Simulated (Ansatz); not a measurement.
# Ir (P6_3/mmc) in Ansatz: notebook

One crystal, Ir, is run at these levels: PBE0; tasks: single point, equation of state.

Everything below comes from runs of Ansatz 0.2.0. Logs are shortened: lines on timing, memory, paths and dates and some standing lists are left out, and cuts for length are marked.

## 1. The crystal as given

Symmetry: P6_3/mmc, No. 194, hexagonal system. Conventional cell: a = 2.751 Å, b = 2.751 Å, c = 4.462 Å, α = 90.00°, β = 90.00°, γ = 120.00°. Ir (site symmetry -6m2) has 12 Ir at 2.74 to 2.75 Å as nearest neighbours.

This isn't the form of Ir at room conditions, which is fcc.

## 2. Single point, PBE0, 13.75 Å³/atom (volume scaled by 0.94)

input

```
crystal:
  lattice:
    - [2.6952115654, 0.0, 0.0]
    - [-1.3476057827, 2.3341216842, 0.0]
    - [0.0, 0.0, 4.3711972971]
  atoms:
    - { symbol: Ir, position: [0.3333333333, 0.6666666667, 0.25] }
    - { symbol: Ir, position: [0.6666666667, 0.3333333333, 0.75] }
hamiltonian:
  xc: pbe0
  pseudopotentials: { kind: paw }
kpoints:
  mp_grid: { grid: [6, 6, 4] }
scf:
  occupations: { method: fermi_dirac, width: 0.05 }
output:
  forces: true
  stress: true
  eigenvalues: true
  write_density: true
  write_potential: true
  elf: true
  volumetric_format: npy
```

Potentials or basis: Ansatz PAW.

The log of the run:

```text
[... 2 lines left out ...]
GPUs: using 1 of 1 available (devices: 1).
Engine: ansatz 0.2.0, x86_64-unknown-linux-gnu
Pseudopotentials: kind: paw
Pseudopotential: Ir, paw, valence charge 17, recommended cutoff 420 eV (normal), Ir.paw.azcp
Functional definition: PBE0
  parameter a = 0.25
  parameter kappa = 0.804
  parameter beta = 0.06672455060314922
  exchange = (1 - a)*pbe_x(kappa = kappa, mu = beta*pi^2/3) + a*exact_x
  correlation = pbe_c(beta = beta)
device memory: the entry about to start is reckoned to put 0.5 GiB on a device that reports 63.9 GiB free (of which the cap on the GPU budget leaves the run 18.0 GiB)
GPU FFT provider: cuFFT
GPU libraries: cuBLAS 13.8.2, cuFFT 12.4.0, cuSOLVER 12.3.4
Crystal: 2 atoms, lattice volume = 27.499 Å³
Basis set: ecut = 420 eV, 549 PW (Γ), exchange–correlation on 40×40×60 points (8 copies of the dense FFT grid, shifted against one another)
Bands: 21, of which v1, the nominal top of the filled ones, is band 17 counted from 1 (16 counted from 0)
Symmetry: 24 space group operations
Space group: P63/mmc (ITA 194), of the structure as read, at distance tolerance 3.0e-5 Å
k-points: 21 of 144
Non-local potential: Ir, projectors of the file, l = 0: 3, l = 1: 2, l = 2: 2, l = 3: 1
PAW form: soft (Blöchl's): semilocal exchange-correlation on the pseudo side does not see the compensation charge
PAW frozen core: Ir, regenerated for the run's functional, and the local potential with it (the file was generated under x = pbe(κ = 0.804, μ = 0.2195149727645171), c = pbe(β = 0.06672455060314922))
PAW one-centre angular grid: Ir, 590 points (default); XC on 64 Gauss nodes
Initial density: superposition of atomic densities (neutral atoms: chi_scale 0, normalization atom), corrected by the library's trained network
Initial wavefunctions: pseudopotential atomic-orbital guess
GPU buffer pool allocated for 12000 grid points (all kernels)
GPU transforms: local potential and band sums: pruned to the plane-wave sphere, on 18×18×30
Functional: x = pbe(κ = 0.804, μ = 0.2195149727645171), c = pbe(β = 0.06672455060314922), warm-up for x = 0.75 pbe(κ = 0.804, μ = 0.2195149727645171) + 0.25 exact, c = pbe(β = 0.06672455060314922)
SCF iter   1: F=—  HF=-23870.342363 eV  |F-HF|=—  |Δ(HF+E_count)|=         —  Δρ=1.48e-2  dr2=2.95e-2  ethr=1.77e-3  ⟨swp⟩=5.9  Hψ=1652  notcnv=0
preconditioner: auto → none  [metal: Δε(μ)=0.146 eV  Ē_g=8.414 eV  σ=0.050 eV  W_gap=0.50  n_scr=8 (ndim 8)  ℏωp=30.0 eV  f_vac=0.000  D(μ)=1.71/eV (n_scr^D=22)  sad-step TF]
SCF iter   2: F=—  HF=-23870.339047 eV  |F-HF|=—  |Δ(HF+E_count)|=   3.32e-3  Δρ=8.12e-3  dr2=8.88e-3  ethr=8.68e-5  ⟨swp⟩=2.3  Hψ=870  notcnv=0
iter 3 solved again at ethr=7.54e-8 eV; its pass at ethr=2.61e-5 eV (dr2=2.56e-5 eV) is discarded
SCF iter   3: F=—  HF=-23870.338268 eV  |F-HF|=—  |Δ(HF+E_count)|=   7.80e-4  Δρ=5.33e-4  dr2=2.65e-5  ethr=7.54e-8  ⟨swp⟩=3.0  Hψ=2127  notcnv=0
SCF iter   4: F=—  HF=-23870.338291 eV  |F-HF|=—  |Δ(HF+E_count)|=   2.29e-5  Δρ=7.99e-5  dr2=1.01e-6  ethr=7.54e-8  ⟨swp⟩=3.0  Hψ=909  notcnv=0
SCF iter   5: F=—  HF=-23870.338290 eV  |F-HF|=—  |Δ(HF+E_count)|=   2.22e-7  Δρ=1.04e-5  dr2=1.00e-8  ethr=2.96e-9  ⟨swp⟩=3.0  Hψ=996  notcnv=0
SCF iter   6: F=-23870.338290 eV  HF=-23870.338290 eV  |F-HF|=5.53e-10  |Δ(HF+E_count)|=   4.87e-9  Δρ=2.18e-6  dr2=7.70e-10  ethr=2.94e-11  ⟨swp⟩=3.0  Hψ=1181  notcnv=0
SCF 1 converged in 6 iterations: F = -23870.338290 eV  dr2 = 7.70e-10
device memory: the entry about to start is reckoned to put 1.1 GiB on a device that reports 63.8 GiB free (of which the cap on the GPU budget leaves the run 18.0 GiB)
GPU FFT provider: cuFFT
GPU libraries: cuBLAS 13.8.2, cuFFT 12.4.0, cuSOLVER 12.3.4
[... 2 lines left out ...]
GPU buffer pool allocated for 12000 grid points (all kernels)
GPU transforms: local potential and band sums: pruned to the plane-wave sphere, on 18×18×30
Functional: x = 0.75 pbe(κ = 0.804, μ = 0.2195149727645171) + 0.25 exact, c = pbe(β = 0.06672455060314922)
Exchange kernel: α = 0.2500, full range, Wigner–Seitz truncation, v(0) = 8600.0803 eV·Å³, q-mesh 6×6×4, nearest image of the exchange supercell L = 16.17 Å, pair-density grid 15×15×20, without the augmentation charges, whose exchange is taken in its separable form by FFT convolution over the k-point mesh (sized by the pseudopotential files, 16×16×30 at the most), smooth part of the exact exchange by density-matrix convolution in up to 1.19 GiB of GPU memory as planned if the GPU has room (build and FFT work areas not counted)
Frozen-core exchange: fock
[... 6 lines left out ...]
SCF 2 converged in 4 iterations: F = -23868.026000 eV  dr2 = 9.98e-8
hybrid outer 1: dexx = +4.903e-3 eV, tail = 5.59e-3 eV
GPU FFT provider: cuFFT
GPU libraries: cuBLAS 13.8.2, cuFFT 12.4.0, cuSOLVER 12.3.4
GPU buffer pool allocated for 12000 grid points (all kernels)
GPU transforms: local potential and band sums: pruned to the plane-wave sphere, on 18×18×30
Exchange kernel: α = 0.2500, full range, Wigner–Seitz truncation, v(0) = 8600.0803 eV·Å³, q-mesh 6×6×4, nearest image of the exchange supercell L = 16.17 Å, pair-density grid 15×15×20, without the augmentation charges, whose exchange is taken in its separable form by FFT convolution over the k-point mesh (sized by the pseudopotential files, 16×16×30 at the most), smooth part of the exact exchange by density-matrix convolution in up to 1.19 GiB of GPU memory as planned if the GPU has room (build and FFT work areas not counted)
Frozen-core exchange: fock
[... 4 lines left out ...]
SCF 3 stopped early in 3 iterations: F = -23868.034812 eV  dr2 = 2.18e-5
hybrid outer 2: dexx = +2.081e-3 eV, tail = 4.76e-3 eV, Δε = 2.25e-1 eV (about 2.14e-2 eV left of the loop's levels)
GPU FFT provider: cuFFT
GPU libraries: cuBLAS 13.8.2, cuFFT 12.4.0, cuSOLVER 12.3.4
GPU buffer pool allocated for 12000 grid points (all kernels)
GPU transforms: local potential and band sums: pruned to the plane-wave sphere, on 18×18×30
Exchange kernel: α = 0.2500, full range, Wigner–Seitz truncation, v(0) = 8600.0803 eV·Å³, q-mesh 6×6×4, nearest image of the exchange supercell L = 16.17 Å, pair-density grid 15×15×20, without the augmentation charges, whose exchange is taken in its separable form by FFT convolution over the k-point mesh (sized by the pseudopotential files, 16×16×30 at the most), smooth part of the exact exchange by density-matrix convolution in up to 1.19 GiB of GPU memory as planned if the GPU has room (build and FFT work areas not counted)
Frozen-core exchange: fock
[... 9 lines left out ...]
SCF 4 converged in 7 iterations: F = -23868.034870 eV  dr2 = 3.74e-9
  Residual-converged pass: ⟨swp⟩=1.8  Hψ=477  notcnv=0  max |occ|·‖R‖ = 2.4e-6 eV (tolerance 2.4e-6 eV)  dr2=3.74e-9  dr2_onsite=1.40e-10  max |Δocc| = 8.9e-16
hybrid outer 3: dexx = +3.564e-6 eV, tail = 1.21e-5 eV, Δε = 2.21e-2 eV (about 7.14e-4 eV left of the loop's levels)
GPU FFT provider: cuFFT
GPU libraries: cuBLAS 13.8.2, cuFFT 12.4.0, cuSOLVER 12.3.4
GPU buffer pool allocated for 12000 grid points (all kernels)
GPU transforms: local potential and band sums: pruned to the plane-wave sphere, on 18×18×30
Exchange kernel: α = 0.2500, full range, Wigner–Seitz truncation, v(0) = 8600.0803 eV·Å³, q-mesh 6×6×4, nearest image of the exchange supercell L = 16.17 Å, pair-density grid 15×15×20, without the augmentation charges, whose exchange is taken in its separable form by FFT convolution over the k-point mesh (sized by the pseudopotential files, 16×16×30 at the most), smooth part of the exact exchange by density-matrix convolution in up to 1.19 GiB of GPU memory as planned if the GPU has room (build and FFT work areas not counted)
Frozen-core exchange: fock
[... 3 lines left out ...]
SCF 5 converged in 2 iterations: F = -23868.034870 eV  dr2 = 6.40e-10
  Residual-converged pass: ⟨swp⟩=2.0  Hψ=794  notcnv=0  max |occ|·‖R‖ = 2.4e-6 eV (tolerance 2.4e-6 eV)  dr2=6.38e-10  dr2_onsite=6.26e-11  max |Δocc| = 3.1e-15
hybrid outer 4: dexx = +6.377e-10 eV, tail = 1.41e-9 eV, Δε = 3.86e-5 eV (about 2.52e-5 eV left of the loop's levels), ΔF = 4.63e-17 eV/Å (tail 3.15e-4)
hybrid SCF converged: 4 outer / 16 inner (+6 warm-up), last move |dexx| = 6.38e-10 eV, tail = 1.41e-9 eV
Stability not checked: this state was not tested for a lower state beside it, because the functional holds exact exchange (a hybrid, or Hartree-Fock), whose exchange loop this test does not read (fock_operator; see scf.lower_state_search)
Free energy (F): -23868.034870 eV
Frozen-core exchange: fock
Harris-Foulkes:  -23868.034870 eV  (|F-HF|=3.35e-10)
Internal energy: -23868.032909 eV  (E = F + TS)
E sigma→0 (E₀):  -23868.033890 eV
Entropy (-TS):   -0.001961 eV (-0.980 meV/atom)
Fermi energy:    26.317016 eV
--- Per-component energies (eV) ---
  E_band       = -227.284918
  E_kinetic    = 1248.256700
  E_local      = -2055.640022  (includes V_loc(G=0)·N_el)
  E_nonlocal   = 147.138213
  E_hartree    = 793.993551
  E_xc         = -414.068338
  E_vxc        = -463.709416  (∫ρ·V_xc dr)
  E_exx        = -128.059915  (= α·E_x^exact, valence–valence)
  E_paw        = -18438.283145  (= ΣΔE_a)
  E_vpaw       = -435.197691  (= ΣTr[D̂ρ^β])
  E_aug_tail   = 0.000109  (compensation charges beyond the density's cutoff)
  E_ewald      = -5016.940253
  E_core_change = -4.429810  (= ΣΔE_core)
  E_smearing   = -0.001961  (= −TS)
  E_closure    = 0.000000  (closes the sum)
  Σ components = -23868.034870   (vs F -23868.034870, Δ=-3.64e-12)
--- Forces (eV/Å), atoms counted from 1 ---
  atom   1  Ir    -0.00000000     0.00000000     0.00000000
  atom   2  Ir    -0.00000000    -0.00000000     0.00000000
  max |Σ_I F_I| component: 1.85e-17 eV/Å
--- Stress (GPa, compression-positive) ---
       10.911451       0.000000       0.000000
        0.000000      10.911451       0.000000
        0.000000       0.000000       2.865588
  P = ⅓ Tr σ = 8.2295 GPa (82.295 kbar)
--- Band table (eV; the first three rows and the last of 21) ---
  k-point 0: bands = ["-71.3201", "-71.2241", "-27.4479", "-26.4684", "-26.4684", "-26.3804", "-26.3061", "-26.3061", "13.4360", "16.5719", "21.2046", "21.3851", "21.3851", "22.1587", "22.1587", "23.0847", "23.0847", "25.1508", "27.4012", "27.4012", "35.4029"]
  k-point 1: bands = ["-71.3063", "-71.2382", "-27.2962", "-26.5416", "-26.4460", "-26.4460", "-26.3313", "-26.3313", "14.2248", "16.6244", "20.9097", "21.1434", "21.1434", "21.7811", "21.7811", "22.9915", "24.0178", "24.0178", "27.1982", "27.1982", "38.4899"]
  k-point 2: bands = ["-71.2726", "-71.2726", "-26.9235", "-26.9235", "-26.3883", "-26.3883", "-26.3883", "-26.3883", "15.9385", "15.9385", "20.8589", "20.8589", "21.2301", "21.2301", "21.2301", "21.2301", "25.6932", "25.6932", "25.6932", "25.6932", "41.0427"]
  k-point 20: bands = ["-71.2055", "-71.2055", "-27.1783", "-27.1783", "-26.9334", "-26.9334", "-26.5536", "-26.5536", "18.5807", "18.5807", "19.6262", "19.6262", "21.2069", "21.2069", "23.1421", "23.1421", "27.3075", "27.3075", "35.1607", "35.1607", "36.2021"]
```

Wall time 9.8 s (1 × NVIDIA H100 80GB HBM3 with 2 threads of AMD EPYC 7R13 (Zen 3), shared host); peak memory 1.7 GiB.

What came out:

| Property | Result |
| --- | --- |
| Free energy | -23868.0349 eV |
| Pressure | 8.2 GPa |
| Band gap on the k mesh | none (metal or under the smearing width) |

Caveat: the k mesh is coarse (spacing up to 0.45 Å⁻¹), so the values aren't converged, least of all with exact exchange; the PAW data sets come from PBE, with cores solved anew for the run's functional, which leaves a small shift of forces and pressure; the thresholds are loose for stress.

## 3. Single point, PBE0, 14.04 Å³/atom (volume scaled by 0.96)

Changes to input since step 2:

```diff
@@ -2,5 +2,5 @@
   lattice:
-    - [2.6952115654, 0.0, 0.0]
-    - [-1.3476057827, 2.3341216842, 0.0]
-    - [0.0, 0.0, 4.3711972971]
+    - [2.7141925539, 0.0, 0.0]
+    - [-1.3570962769, 2.3505597024, 0.0]
+    - [0.0, 0.0, 4.4019813909]
   atoms:
@@ -19,5 +19 @@
   eigenvalues: true
-  write_density: true
-  write_potential: true
-  elf: true
-  volumetric_format: npy
```

Potentials or basis: Ansatz PAW.

It took 12 s on 1 × NVIDIA H100 80GB HBM3 with 2 threads of AMD EPYC 7R13 (Zen 3), shared host; peak memory 1.7 GiB.

The run converged. Its results:

```yaml
Free_energy: -23868.0485 eV
Pressure: -0.6 GPa
Band_gap_on_the_k_mesh: none (metal or under the smearing width)
```

Caveat: the k mesh is coarse (spacing up to 0.45 Å⁻¹), so the values aren't converged, least of all with exact exchange; the PAW data sets come from PBE, with cores solved anew for the run's functional, which leaves a small shift of forces and pressure; the thresholds are loose for stress.

## 4. Single point, PBE0, 14.33 Å³/atom (volume scaled by 0.98)

Changes to input since step 3:

```diff
@@ -2,5 +2,5 @@
   lattice:
-    - [2.7141925539, 0.0, 0.0]
-    - [-1.3570962769, 2.3505597024, 0.0]
-    - [0.0, 0.0, 4.4019813909]
+    - [2.7329117147, 0.0, 0.0]
+    - [-1.3664558574, 2.3667709712, 0.0]
+    - [0.0, 0.0, 4.4323408426]
   atoms:
```

It took 9.2 s on 1 × NVIDIA H100 80GB HBM3 with 2 threads of AMD EPYC 7R13 (Zen 3), shared host; peak memory 1.7 GiB.

The run converged. Its results:

- Free energy: -23868.0319 eV
- Pressure: -8.4 GPa
- Band gap on the k mesh: none (metal or under the smearing width)

Caveat: the k mesh is coarse (spacing up to 0.44 Å⁻¹), so the values aren't converged, least of all with exact exchange; the PAW data sets come from PBE, with cores solved anew for the run's functional, which leaves a small shift of forces and pressure; the thresholds are loose for stress.

## 5. Single point, PBE0, 14.63 Å³/atom

Changes to input since step 4:

```diff
@@ -2,5 +2,5 @@
   lattice:
-    - [2.7329117147, 0.0, 0.0]
-    - [-1.3664558574, 2.3667709712, 0.0]
-    - [0.0, 0.0, 4.4323408426]
+    - [2.7513778946, 0.0, 0.0]
+    - [-1.3756889473, 2.3827631521, 0.0]
+    - [0.0, 0.0, 4.46229]
   atoms:
@@ -19 +19,5 @@
   eigenvalues: true
+  write_density: true
+  write_potential: true
+  elf: true
+  volumetric_format: npy
```

Run time: 12 s. Hardware: 1 × NVIDIA H100 80GB HBM3 with 2 threads of AMD EPYC 7R13 (Zen 3), shared host; peak memory 1.7 GiB.

The run converged. Its results:

- Free energy: -23867.9886 eV
- Pressure: -15.2 GPa
- Band gap on the k mesh: none (metal or under the smearing width)

Caveat: the k mesh is coarse (spacing up to 0.44 Å⁻¹), so the values aren't converged, least of all with exact exchange; the PAW data sets come from PBE, with cores solved anew for the run's functional, which leaves a small shift of forces and pressure; the thresholds are loose for stress.

## 6. Single point, PBE0, 14.92 Å³/atom (volume scaled by 1.02)

Changes to input since step 5:

```diff
@@ -2,5 +2,5 @@
   lattice:
-    - [2.7513778946, 0.0, 0.0]
-    - [-1.3756889473, 2.3827631521, 0.0]
-    - [0.0, 0.0, 4.46229]
+    - [2.7695994713, 0.0, 0.0]
+    - [-1.3847997356, 2.3985435004, 0.0]
+    - [0.0, 0.0, 4.4918424506]
   atoms:
@@ -19,5 +19 @@
   eigenvalues: true
-  write_density: true
-  write_potential: true
-  elf: true
-  volumetric_format: npy
```

Potentials or basis: Ansatz PAW.

Run time: 10 s. Hardware: 1 × NVIDIA H100 80GB HBM3 with 2 threads of AMD EPYC 7R13 (Zen 3), shared host; peak memory 1.8 GiB.

The run converged. Its results:

* Free energy: -23867.9219 eV
* Pressure: -21.2 GPa
* Band gap on the k mesh: none (metal or under the smearing width)

Caveat: the k mesh is coarse (spacing up to 0.44 Å⁻¹), so the values aren't converged, least of all with exact exchange; the PAW data sets come from PBE, with cores solved anew for the run's functional, which leaves a small shift of forces and pressure; the thresholds are loose for stress.

## 7. Single point, PBE0, 15.21 Å³/atom (volume scaled by 1.04)

Changes to input since step 6:

```diff
@@ -2,5 +2,5 @@
   lattice:
-    - [2.7695994713, 0.0, 0.0]
-    - [-1.3847997356, 2.3985435004, 0.0]
-    - [0.0, 0.0, 4.4918424506]
+    - [2.7875843874, 0.0, 0.0]
+    - [-1.3937921937, 2.4141188946, 0.0]
+    - [0.0, 0.0, 4.5210110761]
   atoms:
```

Wall time 13 s (1 × NVIDIA H100 80GB HBM3 with 2 threads of AMD EPYC 7R13 (Zen 3), shared host); peak memory 1.8 GiB.

The run converged. Its results:

```
Free energy            : -23867.8346 eV
Pressure               : -26.5 GPa
Band gap on the k mesh : none (metal or under the smearing width)
```

Caveat: the k mesh is coarse (spacing up to 0.43 Å⁻¹), so the values aren't converged, least of all with exact exchange; the PAW data sets come from PBE, with cores solved anew for the run's functional, which leaves a small shift of forces and pressure; the thresholds are loose for stress.

## 8. Single point, PBE0, 15.50 Å³/atom (volume scaled by 1.06)

Changes to input since step 7:

```diff
@@ -2,5 +2,5 @@
   lattice:
-    - [2.7875843874, 0.0, 0.0]
-    - [-1.3937921937, 2.4141188946, 0.0]
-    - [0.0, 0.0, 4.5210110761]
+    - [2.8053401807, 0.0, 0.0]
+    - [-1.4026700903, 2.4294958627, 0.0]
+    - [0.0, 0.0, 4.5498081014]
   atoms:
```

It took 11 s on 1 × NVIDIA H100 80GB HBM3 with 2 threads of AMD EPYC 7R13 (Zen 3), shared host; peak memory 1.7 GiB.

The run converged. Its results:

```
Free energy            : -23867.7292 eV
Pressure               : -31.1 GPa
Band gap on the k mesh : none (metal or under the smearing width)
```

Caveat: the k mesh is coarse (spacing up to 0.43 Å⁻¹), so the values aren't converged, least of all with exact exchange; the PAW data sets come from PBE, with cores solved anew for the run's functional, which leaves a small shift of forces and pressure; the thresholds are loose for stress.

## 9. Equation of state, PBE0

Potentials or basis: Ansatz PAW.

No new run: the results of the series are fitted here.

Results:

- Equilibrium volume: 14.02 Å³/atom
- Bulk modulus at fixed shape and positions: 400 GPa
- Pressure derivative of the bulk modulus: 5.1

Energy against volume, from the lowest point:
```tsv
volume (Å³/atom)	energy (meV/atom)
13.749	6.81
14.042	0.00
14.335	8.30
14.627	29.92
14.920	63.29
15.212	106.94
15.505	159.65
```

Caveat: the k mesh is coarse (spacing up to 0.44 Å⁻¹), so the values aren't converged, least of all with exact exchange; the cell was scaled at fixed shape and fractional positions, which overstates the stiffness of a crystal with free parameters, most of all of layers and chains; the PAW data sets were made with another functional, which shifts forces and pressure a little. Spin-orbit coupling is left out, which matters for the levels of Ir.
